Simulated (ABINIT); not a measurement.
# Si2Mo (I4/mmm) in ABINIT: notebook

One crystal, Si2Mo, is run at these levels: LDA; tasks: relaxation of cell and atoms, single point.

Program: ABINIT 10.8.3 (patched build). These are calculated values, not measurements. Logs are shortened: lines on timing, memory, paths and dates and some standing lists are left out, and cuts for length are marked. The log counts tension as positive stress, the text compression.

### Step 1. The structure

Symmetry: I4/mmm, No. 139, tetragonal system. The conventional cell has a = 3.200 Å, b = 3.200 Å, c = 7.861 Å, α = 90.00°, β = 90.00°, γ = 90.00°. Mo (site symmetry 4/mmm) has 10 Si at 2.62 Å as nearest neighbours. Si (site symmetry 4mm) has 5 Si at 2.61 to 2.63 Å and 5 Mo at 2.62 Å as nearest neighbours.

### Step 2. Relaxation of cell and atoms, LDA

run.abi reads:

```
# Pseudopotentials
pp_dirpath "./"
pseudos "Mo.upf, Si.upf"

# Structure
acell 3*1.0
rprim
    -3.0235617994     3.0235617994     7.4275685328
     3.0235617994    -3.0235617994     7.4275685328
     3.0235617994     3.0235617994    -7.4275685328
ntypat 2
znucl 42 14
natom 3
typat 1 2 2
chkprim 0
chksymtnons 0
tolsym 1.0e-6
xred
            0.0            0.0            0.0
   0.6670000000   0.6670000000            0.0
   0.3330000000   0.3330000000            0.0

# Plane-wave basis
ecut 40.0
ecutsm 0.5

# k points
kptopt 1
ngkpt 9 9 9
nshiftk 1
shiftk 0.0 0.0 0.0

# Exchange and correlation
ixc 7

# Bands and occupations
nband 15
occopt 3
tsmear 0.05 eV

# SCF cycle
nstep 80
tolvrs 1.0e-12

# Output
iomode 3
prteig 0
prtebands 0
prtwf 0
prtden 0

# Relaxation
ionmov 2
optcell 2
ntime 50
tolmxf 2.0e-5
dilatmx 1.08
```

Potentials or basis: PseudoDojo NC SR LDA v0.4 stringent.

The run is started by

```sh
> abinit run.abi > log 2>&1
```

run.abo:

```text
.Version 10.8.3 of ABINIT
 Symmetries : space group I4/m m m (#139); Bravais tI (body-center tetrag.)
================================================================================
 Values of the parameters that define the memory need of the present run
     intxc =       0    ionmov =       2      iscf =       7    lmnmax =       6
     lnmax =       6     mgfft =      54  mpssoang =       3    mqgrid =    3001
     natom =       3  nloc_mem =       1    nspden =       1   nspinor =       1
    nsppol =       1      nsym =      16    n1xccc =    2501    ntypat =       2
    occopt =       3   xclevel =       1
       mpw =        4167          nfft =      157464          nkpt =          75
================================================================================
================================================================================

--------------------------------------------------------------------------------
------------- Echo of variables that govern the present computation ------------
--------------------------------------------------------------------------------
 -outvars: echo values of preprocessed input variables --------
            acell      1.0000000000E+00  1.0000000000E+00  1.0000000000E+00 Bohr
              amu      9.59400000E+01  2.80855000E+01
          chkprim           0
      chksymtnons           0
          dilatmx      1.08000000E+00
             ecut      4.00000000E+01 Hartree
           ecutsm      5.00000000E-01 Hartree
           ionmov           2
                       outvar_i_n : Printing only first  50 k-points.
              ixc           7
                       outvar_i_n : Printing only first  50 k-points.
         kptrlatt        9    0    0      0    9    0      0    0    9
          kptrlen      5.44241124E+01
            natom           3
            nband          15
            ngfft          54      54      54
             nkpt          75
            nstep          80
             nsym          16
            ntime          50
           ntypat           2
                       prtocc : prtvol=0, do not print more k-points.
           occopt           3
          optcell           2
           prtden           0
        prtebands           0
           prteig           0
            prtwf           0
            rprim     -3.0235617994E+00  3.0235617994E+00  7.4275685328E+00
                       3.0235617994E+00 -3.0235617994E+00  7.4275685328E+00
                       3.0235617994E+00  3.0235617994E+00 -7.4275685328E+00
          spgroup         139
           tolmxf      2.00000000E-05
           tolsym      1.00000000E-06
           tolvrs      1.00000000E-12
           tsmear      1.83746611E-03 Hartree
            typat      1  2  2
                       outvars : Printing only first  50 k-points.
           xangst      0.0000000000E+00  0.0000000000E+00  0.0000000000E+00
                       1.3376319501E-16 -9.8898455640E-17  5.2432869964E+00
                       3.8556339167E-17 -2.1150104970E-17  2.6177129982E+00
            xcart      0.0000000000E+00  0.0000000000E+00  0.0000000000E+00
                       2.5277580429E-16 -1.8689099543E-16  9.9083764228E+00
                       7.2860921443E-17 -3.9967905927E-17  4.9467606428E+00
             xred      0.0000000000E+00  0.0000000000E+00  0.0000000000E+00
                       6.6700000000E-01  6.6700000000E-01  1.0895231060E-17
                       3.3300000000E-01  3.3300000000E-01  5.4394481902E-18
            znucl       42.00000   14.00000

================================================================================

 chkinp: Checking input parameters for consistency.

================================================================================
== DATASET  1 ==================================================================

--- !DatasetInfo
iteration_state: {dtset: 1, }
dimensions: {natom: 3, nkpt: 75, mband: 15, nsppol: 1, nspinor: 1, nspden: 1, mpw: 4167, }
cutoff_energies: {ecut:  40.0, pawecutdg:  -1.0, }
electrons: {nelect:   2.20000000E+01, charge:   0.00000000E+00, occopt:   3.00000000E+00, tsmear:   1.83746611E-03, }
meta: {optdriver: 0, ionmov: 2, optcell: 2, iscf: 7, paral_kgb: 0, }
...

 Exchange-correlation functional for the present dataset will be:
  LDA: Perdew-Wang 92 LSD fit to Ceperley-Alder data - ixc=7
  J.P.Perdew and Y.Wang, PRB 45, 13244 (1992)

 Real(R)+Recip(G) space primitive vectors, cartesian coordinates (Bohr,Bohr^-1):
 R(1)= -3.0235618  3.0235618  7.4275685  G(1)=  0.0000000  0.1653679  0.0673168
 R(2)=  3.0235618 -3.0235618  7.4275685  G(2)=  0.1653679  0.0000000  0.0673168
 R(3)=  3.0235618  3.0235618 -7.4275685  G(3)=  0.1653679  0.1653679  0.0000000
 Unit cell volume ucvol=  2.7160913E+02 bohr^3
 Angles (23,13,12)=  1.38683989E+02  1.38683989E+02  5.98570360E+01 degrees

 getcut: wavevector=  0.0000  0.0000  0.0000  ngfft=  54  54  54
         ecut(hartree)=     46.656   => boxcut(ratio)=   2.04972

--- Pseudopotential description ------------------------------------------------
- pspini: atom type   1  psp file is ./Mo.upf
  42.00000  14.00000  180309                  znucl, zion, pspdat
12 -1012 2 -1 1602                            pspcod,pspxc,lmax,lloc,mmax
     nproj     2     2     2

- pspini: atom type   2  psp file is ./Si.upf
  14.00000   4.00000  180309                  znucl, zion, pspdat
12 -1012 2 -1 1510                            pspcod,pspxc,lmax,lloc,mmax
     nproj     2     2     2

   6.42687854E+02                                ecore*ucvol(ha*bohr**3)
--------------------------------------------------------------------------------

================================================================================

=== [ionmov= 2] Broyden-Fletcher-Goldfarb-Shanno method (forces)
================================================================================

--- Iteration: ( 1/50) Internal Cycle: (1/1)
--------------------------------------------------------------------------------

---SELF-CONSISTENT-FIELD CONVERGENCE--------------------------------------------
[... 824 lines left out ...]
 Difference of energy with previous step (new-old):
           Absolute (Ha)=-3.79420E-09
           Relative     =-4.80518E-11

 At Broyd/MD step   8, gradients are converged :
  max grad (force/stress) = 1.8080E-05 < tolmxf= 2.0000E-05 ha/bohr (free atoms)

================================================================================

 ----iterations are completed or convergence reached----

 Mean square residual over all n,k,spin=   24.116E-12; max=  25.526E-09
 reduced coordinates (array xred) for    3 atoms
       0.000000000000     -0.000000000000      0.000000000000
       0.664602691914      0.664602691914      0.000000000000
       0.335397308086      0.335397308086      0.000000000000
 rms dE/dt=  9.5487E-06; max dE/dt=  1.1695E-05; dE/dt below (all hartree)
    1       0.000000000000      0.000000000000      0.000000000000
    2       0.000011694674      0.000011694674     -0.000011694674
    3      -0.000011694674     -0.000011694674      0.000011694674

 cartesian coordinates (angstrom) at end:
    1     -0.00000000000000     0.00000000000000    -0.00000000000000
    2      0.00000000000000    -0.00000000000000     5.16524436012272
    3     -0.00000000000000     0.00000000000000     2.60668377523750

 cartesian forces (hartree/bohr) at end:
    1      0.00000000000000    -0.00000000000000     0.00000000000000
    2      0.00000000000000     0.00000000000000    -0.00000159254043
    3     -0.00000000000000    -0.00000000000000     0.00000159254043
 frms,max,avg= 7.5073076E-07 1.5925404E-06   0.000E+00  0.000E+00  0.000E+00 h/b

 cartesian forces (eV/Angstrom) at end:
    1      0.00000000000000    -0.00000000000000     0.00000000000000
    2      0.00000000000000     0.00000000000000    -0.00008189172142
    3     -0.00000000000000    -0.00000000000000     0.00008189172142
 frms,max,avg= 3.8604128E-05 8.1891721E-05   0.000E+00  0.000E+00  0.000E+00 e/A
 length scales=  8.480395696017  8.480395696017  8.480395696017 bohr
              =  4.487632138728  4.487632138728  4.487632138728 angstroms
 Fermi (or HOMO) energy (hartree) =   0.48743   Average Vxc (hartree)=  -0.46347
 Eigenvalues (hartree) for nkpt=  75  k points:
 kpt#   1, nband= 15, wtk=  0.00137, kpt=  0.0000  0.0000  0.0000 (reduced coord)
  -1.73534   -0.78828   -0.78467   -0.78467   -0.00935    0.24927    0.36571    0.37202
   0.39132    0.39132    0.50388    0.60791    0.61013    0.62104    0.62104
      occupation numbers for kpt#   1
   2.00000    2.00000    2.00000    2.00000    2.00000    2.00000    2.00000    2.00000
   2.00000    2.00000    0.00026    0.00000    0.00000    0.00000    0.00000
 prteigrs : prtvol=0 or 1, do not print more k-points.

--- !EnergyTerms
iteration_state     : {dtset: 1, itime: 8, icycle: 1, }
comment             : Components of total free energy in Hartree
kinetic             :  2.58010887175575E+01
hartree             :  1.48774504946439E+01
xc                  : -1.35933753267896E+01
Ewald energy        : -6.32835288214356E+01
psp_core            :  2.43223612326312E+00
local_psp           : -5.50248445602136E+01
non_local_psp       :  9.83048226899263E+00
internal            : -7.89604911039817E+01
'-kT*entropy'       : -7.62323703274659E-05
total_energy        : -7.89605673363520E+01
total_energy_eV     : -2.14862649599127E+03
band_energy         : -3.85690970384019E+00
...

 rms coord change=  1.5982E-03   atom, delta coord (reduced):
     1        0.000000000000     -0.000000000000      0.000000000000
     2       -0.002397308086     -0.002397308086     -0.000000000000
     3        0.002397308086      0.002397308086     -0.000000000000

 Cartesian components of stress tensor (hartree/bohr^3)
  sigma(1 1)=  1.80801397E-07  sigma(3 2)=  0.00000000E+00
  sigma(2 2)=  1.80801397E-07  sigma(3 1)=  0.00000000E+00
  sigma(3 3)=  3.24490109E-08  sigma(2 1)=  0.00000000E+00

-Cartesian components of stress tensor (GPa)         [Pressure= -3.8645E-03 GPa]
- sigma(1 1)=  5.31936075E-03  sigma(3 2)=  0.00000000E+00
- sigma(2 2)=  5.31936075E-03  sigma(3 1)=  0.00000000E+00
- sigma(3 3)=  9.54682862E-04  sigma(2 1)=  0.00000000E+00

== END DATASET(S) ==============================================================
================================================================================

 -outvars: echo values of variables after computation  --------
            acell      8.4803956960E+00  8.4803956960E+00  8.4803956960E+00 Bohr
           etotal     -7.8960567336E+01
            fcart      2.8234431575E-22 -0.0000000000E+00  7.0586078938E-23
                       1.0379125896E-22  6.6847989046E-22 -1.5925404284E-06
                      -3.8613557471E-22 -6.6847989046E-22  1.5925404284E-06
            rprim     -3.5367327369E-01  3.5367327369E-01  8.6592749752E-01
                       3.5367327369E-01 -3.5367327369E-01  8.6592749752E-01
                       3.5367327369E-01  3.5367327369E-01 -8.6592749752E-01
           strten      1.8080139715E-07  1.8080139714E-07  3.2449010926E-08
                       0.0000000000E+00  0.0000000000E+00  0.0000000000E+00
           xangst     -4.1079316530E-19  4.3093844190E-19 -7.0344324078E-19
                       1.7351889669E-16 -1.3949569820E-16  5.1652443601E+00
                      -3.0409393989E-17  4.7436297628E-17  2.6066837752E+00
             xred      4.5247324194E-20 -2.1992252869E-19  6.3463460150E-21
                       6.6460269191E-01  6.6460269191E-01  1.0718293646E-17
                       3.3539730809E-01  3.3539730809E-01  5.3639681516E-18
 Calculation completed.
```

It took 16 min on 1 thread of Intel Xeon 6975P-C (Granite Rapids), shared host; peak memory 0.16 GiB.

What came out:

| Property | Result |
| --- | --- |
| Free energy | -2148.6265 eV |
| Relaxed volume | 13.05 Å³/atom |
| Relaxed cell | a = 4.488 Å, b = 4.488 Å, c = 4.488 Å, α = 138.58°, β = 138.58°, γ = 60.02° |
| Space group after relaxing (to 0.05 Å) | I4/mmm (No. 139) |
| Energy gained by relaxing | 10.1 meV/atom |
| Ionic steps | 8 |
| Pressure after relaxing | 0.0 GPa |
| Band gap on the k mesh | none (metal or under the smearing width) |

Step by step:
```tsv
step	energy change (eV)	largest force (eV/Å)	pressure (GPa)	volume (Å³)
1	0.0000	0.3988	-6.25	40.25
2	-0.0237	0.2969	-2.13	39.48
3	-0.0284	0.1834	0.44	39.05
4	-0.0292	0.1348	0.49	39.05
5	-0.0304	0.0014	0.10	39.14
6	-0.0304	0.0003	0.01	39.15
7	-0.0304	0.0001	0.00	39.16
8	-0.0304	0.0001	0.00	39.16
```

Final structure:
```
CELL_PARAMETERS angstrom
-1.58716 1.58716 3.88596
1.58716 -1.58716 3.88596
1.58716 1.58716 -3.88596
ATOMIC_POSITIONS crystal
Mo 0.00000 0.00000 0.00000
Si 0.66460 0.66460 0.00000
Si 0.33540 0.33540 0.00000
```

LDA usually gives volumes a few per cent too small. Zero-point motion and thermal expansion aren't in these numbers.

### Step 3. Single point, LDA (cell relaxed)

run.abi reads:

```
# Pseudopotentials
pp_dirpath "./"
pseudos "Mo.upf, Si.upf"

# Structure
acell 8.4803956946 8.4803956946 8.4803956946
rprim
    -0.3536732736     0.3536732736     0.8659274976
     0.3536732736    -0.3536732736     0.8659274976
     0.3536732736     0.3536732736    -0.8659274976
ntypat 2
znucl 42 14
natom 3
typat 1 2 2
xcart
     0.0000000000     0.0000000000     0.0000000000
     0.0000000000     0.0000000000     9.7608971851
     0.0000000000     0.0000000000     4.9259184598
chkprim 0
chksymtnons 0
tolsym 1.0e-6

# Plane-wave basis
ecut 1088.455450 eV

# k points
kptopt 1
ngkpt 9 9 9
nshiftk 1
shiftk 0.0 0.0 0.0

# Exchange and correlation
ixc 7

# Bands and occupations
nband 15
occopt 3
tsmear 0.05 eV

# SCF cycle
nstep 100
tolvrs 1.0e-10

# Output
iomode 3
prtwf 0
prtden 0
prteig 0
prtebands 0
```

Potentials or basis: PseudoDojo NC SR LDA v0.4 stringent.

The run is started by

```sh
> abinit run.abi > log 2>&1
```

run.abo:

```text
.Version 10.8.3 of ABINIT
 Symmetries : space group I4/m m m (#139); Bravais tI (body-center tetrag.)
================================================================================
 Values of the parameters that define the memory need of the present run
     intxc =       0    ionmov =       0      iscf =       7    lmnmax =       6
     lnmax =       6     mgfft =      50  mpssoang =       3    mqgrid =    3001
     natom =       3  nloc_mem =       1    nspden =       1   nspinor =       1
    nsppol =       1      nsym =      16    n1xccc =    2501    ntypat =       2
    occopt =       3   xclevel =       1
       mpw =        3225          nfft =      125000          nkpt =          75
================================================================================
================================================================================

--------------------------------------------------------------------------------
------------- Echo of variables that govern the present computation ------------
--------------------------------------------------------------------------------
 -outvars: echo values of preprocessed input variables --------
            acell      8.4803956946E+00  8.4803956946E+00  8.4803956946E+00 Bohr
              amu      9.59400000E+01  2.80855000E+01
          chkprim           0
      chksymtnons           0
             ecut      4.00000000E+01 Hartree
                       outvar_i_n : Printing only first  50 k-points.
              ixc           7
                       outvar_i_n : Printing only first  50 k-points.
         kptrlatt        9    0    0      0    9    0      0    0    9
          kptrlen      5.39872075E+01
            natom           3
            nband          15
            ngfft          50      50      50
             nkpt          75
            nstep         100
             nsym          16
           ntypat           2
                       prtocc : prtvol=0, do not print more k-points.
           occopt           3
           prtden           0
        prtebands           0
           prteig           0
            prtwf           0
            rprim     -3.5367327360E-01  3.5367327360E-01  8.6592749760E-01
                       3.5367327360E-01 -3.5367327360E-01  8.6592749760E-01
[... 143 lines left out ...]
    2      0.00000000000000     0.00000000000000    -0.00000153569097
    3     -0.00000000000000    -0.00000000000000     0.00000153569097
 frms,max,avg= 7.2393167E-07 1.5356910E-06   0.000E+00  0.000E+00  0.000E+00 h/b

 cartesian forces (eV/Angstrom) at end:
    1      0.00000000000000     0.00000000000000    -0.00000000000000
    2      0.00000000000000     0.00000000000000    -0.00007896840471
    3     -0.00000000000000    -0.00000000000000     0.00007896840471
 frms,max,avg= 3.7226063E-05 7.8968405E-05   0.000E+00  0.000E+00  0.000E+00 e/A
 length scales=  8.480395694600  8.480395694600  8.480395694600 bohr
              =  4.487632137978  4.487632137978  4.487632137978 angstroms
 Fermi (or HOMO) energy (hartree) =   0.48743   Average Vxc (hartree)=  -0.46347
 Eigenvalues (hartree) for nkpt=  75  k points:
 kpt#   1, nband= 15, wtk=  0.00137, kpt=  0.0000  0.0000  0.0000 (reduced coord)
  -1.73534   -0.78828   -0.78467   -0.78467   -0.00935    0.24927    0.36571    0.37202
   0.39132    0.39132    0.50388    0.60791    0.61013    0.62104    0.62107
      occupation numbers for kpt#   1
   2.00000    2.00000    2.00000    2.00000    2.00000    2.00000    2.00000    2.00000
   2.00000    2.00000    0.00026    0.00000    0.00000    0.00000    0.00000
 prteigrs : prtvol=0 or 1, do not print more k-points.

--- !EnergyTerms
iteration_state     : {dtset: 1, }
comment             : Components of total free energy in Hartree
kinetic             :  2.58010969393936E+01
hartree             :  1.48774542454638E+01
xc                  : -1.35933756968398E+01
Ewald energy        : -6.32835287941107E+01
psp_core            :  2.43223612542928E+00
local_psp           : -5.50248619141733E+01
non_local_psp       :  9.83048629536266E+00
internal            : -7.89604927994745E+01
'-kT*entropy'       : -7.62326531328944E-05
total_energy        : -7.89605690321276E+01
total_energy_eV     : -2.14862654213567E+03
band_energy         : -3.85690752062095E+00
...

 Cartesian components of stress tensor (hartree/bohr^3)
  sigma(1 1)=  8.94718589E-07  sigma(3 2)=  0.00000000E+00
  sigma(2 2)=  8.94718589E-07  sigma(3 1)=  0.00000000E+00
  sigma(3 3)=  7.68772604E-07  sigma(2 1)=  0.00000000E+00

-Cartesian components of stress tensor (GPa)         [Pressure= -2.5088E-02 GPa]
- sigma(1 1)=  2.63235297E-02  sigma(3 2)=  0.00000000E+00
- sigma(2 2)=  2.63235297E-02  sigma(3 1)=  0.00000000E+00
- sigma(3 3)=  2.26180709E-02  sigma(2 1)=  0.00000000E+00

== END DATASET(S) ==============================================================
================================================================================

 -outvars: echo values of variables after computation  --------
            acell      8.4803956946E+00  8.4803956946E+00  8.4803956946E+00 Bohr
           etotal     -7.8960569032E+01
            fcart      9.4137072778E-23  2.3550993841E-23 -0.0000000000E+00
                       3.0410144427E-22  2.1757128520E-23 -1.5356909696E-06
                      -3.9823851705E-22 -4.5308122361E-23  1.5356909696E-06
            rprim     -3.5367327360E-01  3.5367327360E-01  8.6592749760E-01
                       3.5367327360E-01 -3.5367327360E-01  8.6592749760E-01
                       3.5367327360E-01  3.5367327360E-01 -8.6592749760E-01
           strten      8.9471858912E-07  8.9471858910E-07  7.6877260405E-07
                       0.0000000000E+00  0.0000000000E+00  0.0000000000E+00
           xangst      0.0000000000E+00  0.0000000000E+00  0.0000000000E+00
                       1.7719220593E-17 -1.7719220593E-17  5.1652443448E+00
                       4.1073005297E-17 -4.1073005297E-17  2.6066837899E+00
             xred      0.0000000000E+00  0.0000000000E+00  0.0000000000E+00
                       6.6460269000E-01  6.6460269000E-01  0.0000000000E+00
                       3.3539731000E-01  3.3539731000E-01  0.0000000000E+00
 Calculation completed.
```

It took 1.9 min on 1 thread of Intel Xeon 6975P-C (Granite Rapids), shared host; peak memory 0.14 GiB.

What came out:

```yaml
Free_energy: -2148.6265 eV
Pressure: 0.0 GPa
Band_gap_on_the_k_mesh: none (metal or under the smearing width)
Valence_electrons_inside_the_program's_atomic_spheres: Mo 10.64; Si 1.82
```
